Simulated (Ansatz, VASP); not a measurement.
**One calculation of H, two programs**

```xyz
2
Lattice="-1.8428 1.8428 2.3637 1.8428 -1.8428 2.3637 1.8428 1.8428 -2.3637" Properties=species:S:1:pos:R:3 pbc="T T T"
H     0.0000    0.0000    4.3563
H     0.0000    0.0000    0.3710
```

Alike in both runs: functional r2SCAN; k mesh 10 × 10 × 10; occupations gaussian, width 0.02 eV; no spin polarisation.

Ansatz relaxed the structure, and its values are those at the end. VASP's run is a single point on that final structure, the one shown.

```csv
,VASP,Ansatz
version,VASP 6.6.1,Ansatz 0.2.0
potentials or method,"VASP PAW PBE potentials, release 64 (H)","scalar-relativistic, plane waves, PAW"
plane-wave cutoff (eV),520,500
valence electrons in the cell,2,2
```

VASP gave:

```
gap on the k mesh at the Fermi level (eV) : 10.35
least direct gap on the mesh (eV)         : 10.77
pressure (GPa)                            : -0.1
rms of the force components (eV/Å)        : 0.002
```

**Question.** Which values does Ansatz return?

**Answer.** gap on the k mesh at the Fermi level (eV): 10.34; least direct gap on the mesh (eV): 10.76; pressure (GPa): 0.0; rms of the force components (eV/Å): 0.004.

Caveats: the PAW data sets were made with another functional, which shifts forces and pressure a little (VASP). r2SCAN opens gaps a little over a GGA but as a rule still falls short of measured ones. A k mesh can miss the band edges.
